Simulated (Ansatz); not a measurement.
BaTiO3 at several levels of theory

One geometry, relaxed with PBE, and single points on it; plane waves with PAW potentials in Ansatz, scalar-relativistic unless the row names spin-orbit coupling. Collinear spin, which adds to the cost, in r2SCAN, PBE+U (no moment survived); no spin polarisation in PBE, PBEsol. +U rows take U_eff Ti 4.00 eV on the d shells. Meshes are on the primitive cell of 5 atoms. Gaps are the least over mesh and band path; pressure is positive in compression. Smearing is Gaussian, 0.02 eV.

```cif
data_structure
_symmetry_space_group_name_H-M 'P4mm'
_symmetry_Int_Tables_number 99
_cell_length_a 3.9853
_cell_length_b 3.9853
_cell_length_c 4.2022
_cell_angle_alpha 90.000
_cell_angle_beta 90.000
_cell_angle_gamma 90.000
_cell_volume 66.74
loop_
_atom_site_label
_atom_site_type_symbol
_atom_site_symmetry_multiplicity
_atom_site_Wyckoff_symbol
_atom_site_fract_x
_atom_site_fract_y
_atom_site_fract_z
_atom_site_occupancy
Ba1 Ba 1 a 0.00000 0.00000 0.98930 1
Ti1 Ti 1 b 0.50000 0.50000 0.47205 1
O1 O 1 b 0.50000 0.50000 0.04088 1
O2 O 2 c 0.50000 0.00000 0.52038 1
```

```csv
level,cutoff (eV),k mesh,gap (eV),pressure (GPa),rough cost with bands (core-min)
PBE,420,8×8×8,1.84,0.0,1.8
```

**Question.** What do r2SCAN, PBE+U, PBEsol give on the same cell?

**Answer.**
```json
{"level": "r2SCAN", "cutoff (eV)": "500", "k mesh": "8×8×8", "gap (eV)": "2.20", "pressure (GPa)": "-3.2", "rough cost with bands (core-min)": "5"}
{"level": "PBE+U", "cutoff (eV)": "420", "k mesh": "8×8×8", "gap (eV)": "2.32", "pressure (GPa)": "1.3", "rough cost with bands (core-min)": "4"}
{"level": "PBEsol", "cutoff (eV)": "420", "k mesh": "8×8×8", "gap (eV)": "1.80", "pressure (GPa)": "-5.9", "rough cost with bands (core-min)": "1.8"}
```

Spin-orbit coupling is left out except in a row that names it, which matters for the bands of heavy elements.